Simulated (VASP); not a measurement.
A run of VASP 6.6.1:

File INCAR:

```
PREC = Accurate
ENCUT = 600
EDIFF = 1E-6
ISMEAR = 0
SIGMA = 0.03
LREAL = False
LASPH = True
NELM = 80
ALGO = Normal
ISIF = 3
LWAVE = False
LCHARG = False
IBRION = 2
NSW = 90
EDIFFG = -0.01
```

KPOINTS

```
regular mesh
0
Gamma
  10 10 10
```

File POSCAR:

```
InSb
1.0
    0.0000000000      3.2391000000      3.2391000000
    3.2391000000      0.0000000000      3.2391000000
    3.2391000000      3.2391000000      0.0000000000
In Sb
1 1
Direct
    0.0000000000      0.0000000000      0.0000000000
    0.2500000000      0.2500000000      0.2500000000
```

Potentials or basis: VASP PAW LDA potentials, release 64 (In_d, Sb).

Run with:

```bash
$ cat potpaw_LDA.64/In_d/POTCAR potpaw_LDA.64/Sb/POTCAR > POTCAR
$ mpirun -np 1 vasp_std > vasp.out
```

Hardware: 1 thread of Intel(R) Xeon(R) 6975P-C (Granite Rapids) (shared host).

Task: Estimate the wall time of this run.

Result: It took 45 s on 1 thread of Intel(R) Xeon(R) 6975P-C (Granite Rapids), on a shared host, peak memory 0.23 GiB. Counts: scf iterations 26, k points 47, ion steps 3.
